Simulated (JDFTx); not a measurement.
# AgCl (Chlorargyrite) (Fm-3m) in JDFTx: reference runs, part 2 of 2

JDFTx 1.7.0 (patched build). The steps go on from the part before.

### 5 Equation of state, PBE, 19.64 Å³/atom (volume scaled by 0.96)

Contents of AgCl.in:

```
lattice \
    0.0000000000     5.0985491320     5.0985491320 \
    5.0985491320     0.0000000000     5.0985491320 \
    5.0985491320     5.0985491320     0.0000000000
coords-type Lattice
ion Ag     0.0000000000     0.0000000000     0.0000000000 1
ion Cl     0.5000000000     0.5000000000     0.5000000000 1

ion-species pseudo/Ag.upf
ion-species pseudo/Cl.upf
elec-cutoff 41 328
elec-ex-corr gga-PBE
kpoint-folding 8 8 8
elec-smearing Fermi 0.0018374661
elec-n-bands 19
electronic-SCF nIterations 100 energyDiffThreshold 1e-09
electronic-minimize nIterations 30 energyDiffThreshold 1e-7
forces-output-coords Cartesian

dump-name run.$VAR
dump End Ecomponents EigStats BandEigs Kpoints Forces Stress
```

Launch:

```console
jdftx -c 1 -i AgCl.in -o AgCl.out
```

Wall time 2.1 min (1 thread of Arm Neoverse V1, shared host); peak memory 0.13 GiB.

It converged, with:

```
Free energy            : -4421.1428 eV
Pressure               : 6.6 GPa
Band gap on the k mesh : 0.91 eV, indirect (least direct gap 3.47 eV)
Loewdin charges        : Ag +0.56; Cl -0.47 e
```

### 6 Equation of state, PBE, 20.05 Å³/atom (volume scaled by 0.98)

Changes to AgCl.in since step 5:

```diff
@@ -1,5 +1,5 @@
 lattice \
-    0.0000000000     5.0985491320     5.0985491320 \
-    5.0985491320     0.0000000000     5.0985491320 \
-    5.0985491320     5.0985491320     0.0000000000
+    0.0000000000     5.1337126509     5.1337126509 \
+    5.1337126509     0.0000000000     5.1337126509 \
+    5.1337126509     5.1337126509     0.0000000000
 coords-type Lattice
```

Potentials or basis: PseudoDojo-SR-PBE-0.5-standard.

Launch:

```console
jdftx -c 1 -i AgCl.in -o AgCl.out
```

Run time: 2.1 min. Hardware: 1 thread of Arm Neoverse V1, shared host; peak memory 0.14 GiB.

Results (log left out):

- Free energy: -4421.1732 eV
- Pressure: 5.1 GPa
- Band gap on the k mesh: 0.91 eV, indirect (least direct gap 3.40 eV)
- Loewdin charges: Ag +0.56; Cl -0.47 e

### 7 Equation of state, PBE, 20.46 Å³/atom

Changes to AgCl.in since step 6:

```diff
@@ -1,5 +1,5 @@
 lattice \
-    0.0000000000     5.1337126509     5.1337126509 \
-    5.1337126509     0.0000000000     5.1337126509 \
-    5.1337126509     5.1337126509     0.0000000000
+    0.0000000000     5.1684009509     5.1684009509 \
+    5.1684009509     0.0000000000     5.1684009509 \
+    5.1684009509     5.1684009509     0.0000000000
 coords-type Lattice
```

Launch:

```console
jdftx -c 1 -i AgCl.in -o AgCl.out
```

Run time: 2.2 min. Hardware: 1 thread of Arm Neoverse V1, shared host; peak memory 0.14 GiB.

It converged, with:

```yaml
Free_energy: -4421.1964 eV
Pressure: 3.8 GPa
Band_gap_on_the_k_mesh: 0.91 eV, indirect (least direct gap 3.32 eV)
Loewdin_charges: Ag +0.56; Cl -0.48 e
```

### 8 Equation of state, PBE, 20.87 Å³/atom (volume scaled by 1.02)

Changes to AgCl.in since step 7:

```diff
@@ -1,5 +1,5 @@
 lattice \
-    0.0000000000     5.1684009509     5.1684009509 \
-    5.1684009509     0.0000000000     5.1684009509 \
-    5.1684009509     5.1684009509     0.0000000000
+    0.0000000000     5.2026297692     5.2026297692 \
+    5.2026297692     0.0000000000     5.2026297692 \
+    5.2026297692     5.2026297692     0.0000000000
 coords-type Lattice
```

Launch:

```console
jdftx -c 1 -i AgCl.in -o AgCl.out
```

Wall time 2.3 min (1 thread of Arm Neoverse V1, shared host); peak memory 0.14 GiB.

The run converged. Its results:

```yaml
Free_energy: -4421.2134 eV
Pressure: 2.7 GPa
Band_gap_on_the_k_mesh: 0.91 eV, indirect (least direct gap 3.25 eV)
Loewdin_charges: Ag +0.56; Cl -0.48 e
```

### 9 Equation of state, PBE, 21.28 Å³/atom (volume scaled by 1.04)

Changes to AgCl.in since step 8:

```diff
@@ -1,5 +1,5 @@
 lattice \
-    0.0000000000     5.2026297692     5.2026297692 \
-    5.2026297692     0.0000000000     5.2026297692 \
-    5.2026297692     5.2026297692     0.0000000000
+    0.0000000000     5.2364140260     5.2364140260 \
+    5.2364140260     0.0000000000     5.2364140260 \
+    5.2364140260     5.2364140260     0.0000000000
 coords-type Lattice
```

Potentials or basis: PseudoDojo-SR-PBE-0.5-standard.

Launch:

```console
jdftx -c 1 -i AgCl.in -o AgCl.out
```

Run time: 2.2 min. Hardware: 1 thread of Arm Neoverse V1, shared host; peak memory 0.15 GiB.

Results (log left out):

```yaml
Free_energy: -4421.2248 eV
Pressure: 1.6 GPa
Band_gap_on_the_k_mesh: 0.91 eV, indirect (least direct gap 3.19 eV)
Loewdin_charges: Ag +0.56; Cl -0.49 e
```

### 10 Equation of state, PBE, 21.69 Å³/atom (volume scaled by 1.06)

Changes to AgCl.in since step 9:

```diff
@@ -1,5 +1,5 @@
 lattice \
-    0.0000000000     5.2364140260     5.2364140260 \
-    5.2364140260     0.0000000000     5.2364140260 \
-    5.2364140260     5.2364140260     0.0000000000
+    0.0000000000     5.2697678809     5.2697678809 \
+    5.2697678809     0.0000000000     5.2697678809 \
+    5.2697678809     5.2697678809     0.0000000000
 coords-type Lattice
```

Launch:

```console
jdftx -c 1 -i AgCl.in -o AgCl.out
```

It took 2.3 min on 1 thread of Arm Neoverse V1, shared host; peak memory 0.16 GiB.

Results (log left out):

| Quantity | Value |
| --- | --- |
| Free energy | -4421.2311 eV |
| Pressure | 0.7 GPa |
| Band gap on the k mesh | 0.92 eV, indirect (least direct gap 3.13 eV) |
| Loewdin charges | Ag +0.57; Cl -0.49 e |

### 11 Equation of state, PBE

Potentials or basis: PseudoDojo-SR-PBE-0.5-standard.

This step only gathers the single runs of the series.

What came out:

```yaml
Equilibrium_volume: "22.08 Å³/atom (rough: see the caveat)"
Bulk_modulus: 42 GPa (rough)
```

Energy against volume, from the lowest point:
```
volume (Å³/atom)  energy (meV/atom)
          19.231              63.35
          19.640              44.17
          20.049              28.99
          20.458              17.34
          20.868               8.86
          21.277               3.17
          21.686               0.00
```

Caveat: the minimum lies outside the volumes run.

### 12 The runs side by side

| task | cell | further solve for the empty bands | gap on the mesh (eV) | pressure (GPa) |
| --- | --- | --- | --- | --- |
| single point | as given | yes | 0.91 | 3.8 |
| single point | atoms moved at random, drawn with an rms of 0.05 Å | yes | 0.90 | 3.9 |
| equation of state | as given | - | - | - |

Alike in all rows: level PBE; potentials or basis PseudoDojo-SR-PBE-0.5-standard; no spin polarisation; k mesh 8 × 8 × 8; cutoff (eV) 1116; smearing fermi-dirac 0.05 eV.

Caveats: the minimum lies outside the volumes run (some runs).

Absolute energies hang on the potentials; compare differences alone.

### 13 Against experiment

Step 2. Against the measured gap of AgCl, 3.249 eV (indirect; a printed reference work, data compilation), the calculated 0.91 eV is off by -2.34 eV. So large a miss can be the level of theory's own, or it may mean another phase, state or a wrong row. Spin-orbit coupling on Ag is left out. The value is that of PBE on a finite k mesh, which can miss the band edges, without temperature or zero-point motion. Semilocal functionals fall short of measured gaps as a rule.
